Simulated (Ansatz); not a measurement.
# BN: the cost of one run

Method: DFT PBEsol, scalar-relativistic, plane waves, PAW, in Ansatz 0.2.0.

1 further run of the same task is left out (it didn't finish).

### 1 The system as given

The structure is hexagonal, space group P6_3mc (No. 186). The conventional cell has a = 2.554 Å, b = 2.554 Å, c = 4.227 Å, α = 90.00°, β = 90.00°, γ = 120.00°. Around B (site symmetry 3m) lie 4 N at 1.57 to 1.58 Å. N (site symmetry 3m) has 4 B at 1.57 to 1.58 Å as nearest neighbours.

As a file:

```cif
data_structure
_symmetry_space_group_name_H-M 'P6_3mc'
_symmetry_Int_Tables_number 186
_cell_length_a 2.5539
_cell_length_b 2.5539
_cell_length_c 4.2269
_cell_angle_alpha 90.000
_cell_angle_beta 90.000
_cell_angle_gamma 120.000
_cell_volume 23.88
loop_
_atom_site_label
_atom_site_type_symbol
_atom_site_symmetry_multiplicity
_atom_site_Wyckoff_symbol
_atom_site_fract_x
_atom_site_fract_y
_atom_site_fract_z
_atom_site_occupancy
B1 B 2 b 0.66667 0.33333 0.99972 1
N1 N 2 b 0.66667 0.33333 0.62528 1
```

Source of the structure: the Materials Project (structure only).

### 2 Probe: one point at the start

input.yaml

```yaml
crystal:
  lattice:
    - [2.5539396017, 0.0, 0.0]
    - [-1.2769698009, 2.2117765748, 0.0]
    - [0.0, 0.0, 4.226855]
  atoms:
    - { symbol: B, position: [0.66666667, 0.33333333, 0.999724] }
    - { symbol: B, position: [0.33333333, 0.66666667, 0.499724] }
    - { symbol: "N", position: [0.66666667, 0.33333333, 0.625276] }
    - { symbol: "N", position: [0.33333333, 0.66666667, 0.125276] }
basis:
  ecutwfc: 650.0
kpoints:
  mp_grid: { grid: [12, 12, 4] }
hamiltonian:
  xc: pbesol
scf:
  occupations: { method: gaussian, width: 0.1 }
output:
  forces: true
  stress: true
  eigenvalues: true
```

Launch:

```
ansatz run input.yaml --threads 1 --pin off --max-ram 2560MiB --backend cpu --events-out ev --progress --plain --runs-dir out
```

What time and memory should one allow on 1 thread of Intel Xeon at 2.70GHz, shared host?

About 3.1 s, with a peak of 0.34 GiB.
